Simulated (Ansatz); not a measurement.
Crystal: HfO2.

```xyz
12
Lattice="5.2195 0.0000 0.0000 0.0000 5.0048 0.0000 0.0000 0.0000 5.0327" Properties=species:S:1:pos:R:3 pbc="T T T"
Hf    5.0472    3.6661    3.7314
Hf    2.7820    3.6661    1.2151
Hf    2.4375    1.3387    3.7314
Hf    0.1723    1.3387    1.2151
O     3.2994    4.6477    4.4251
O     4.5298    4.6477    1.9087
O     1.2211    2.7020    2.4776
O     1.3886    2.7020    4.9939
O     3.9984    2.3028    4.9939
O     3.8308    2.3028    2.4776
O     0.6896    0.3571    4.4251
O     1.9201    0.3571    1.9087
```

Measurements of this composition are mostly on another form, of space group No. 14.

* Program: Ansatz 0.2.0
* Task: relaxation of cell and atoms
* Functional: PBE
* Potentials or basis: Ansatz PAW
* Cutoff: 420 eV (not typed: the program's choice for these potentials)
* k mesh: 5 × 6 × 5
* Occupations: fermi-dirac, width 0.05 eV
* Spin: no spin polarisation

At the start: volume 10.96 Å³/atom.

Question: How do energy, volume and symmetry change on relaxing?

Answer: It ends after 9 steps and the volume is 11.41 Å³/atom (+4.1 %); space group Pca2_1 (No. 29, to 0.05 Å).

Step by step:
| step | energy change (eV) | largest force (eV/Å) | volume (Å³) |
| --- | --- | --- | --- |
| 1 | 0.0000 | 0.1166 | 131.46 |
| 2 | -0.1086 | 0.0577 | 137.38 |
| 3 | -0.1196 | 0.0465 | 136.46 |
| 4 | -0.1209 | 0.0276 | 136.42 |
| 5 | -0.1209 | 0.0280 | 136.66 |
| 6 | -0.1211 | 0.0015 | 136.64 |
| 7 | -0.1540 | 0.0035 | 136.64 |
| 8 | -0.1531 | 0.0012 | 136.88 |
| 9 | -0.1541 | 0.0013 | 136.88 |

Final structure:
```
Hf O
1.0
     5.29358    0.00000    0.00000
     0.00000    5.06907    0.00000
     0.00000    0.00000    5.10116
Hf O
4 8
Direct
  0.96740 0.73370 0.74000
  0.53260 0.73370 0.24000
  0.46740 0.26630 0.74000
  0.03260 0.26630 0.24000
  0.63459 0.93239 0.88316
  0.86541 0.93239 0.38316
  0.22923 0.53721 0.48984
  0.27077 0.53721 0.98984
  0.77077 0.46279 0.98984
  0.72923 0.46279 0.48984
  0.13459 0.06761 0.88316
  0.36541 0.06761 0.38316
```

Caveat: the plane-wave basis is chosen anew once the cell has moved, so the energies of steps on either side of that aren't comparable; the pressure holds a Pulay correction of +0.8 GPa for the finite cutoff.
